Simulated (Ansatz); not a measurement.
SrF$_{2}$:
```
CELL_PARAMETERS angstrom
      0.00000     2.83150     2.83150
      2.83150     0.00000     2.83150
      2.83150     2.83150     0.00000
ATOMIC_POSITIONS crystal
  Sr 0.00000 0.00000 0.00000
  F  0.75000 0.75000 0.75000
  F  0.25000 0.25000 0.25000
```

Relaxed with LDA.

Task: Decompose the optical modes at the zone centre into irreducible representations, and say which are infrared and Raman allowed.

Result: Point group m-3m: Γ_opt = T1u + T2g. Infrared: T1u. Raman: T2g.

Task: Assign frequencies (DFPT, DFT-LDA in the program Ansatz with PAW potentials; without the LO–TO term).

Result: T1u 236, T2g 301 cm⁻¹.

Space group Fm-3m (fluorite). The cell was relaxed with LDA under the symmetry of its start; phonons on a q-mesh show no instability.

Potentials: the later of the program's two PAW sets.
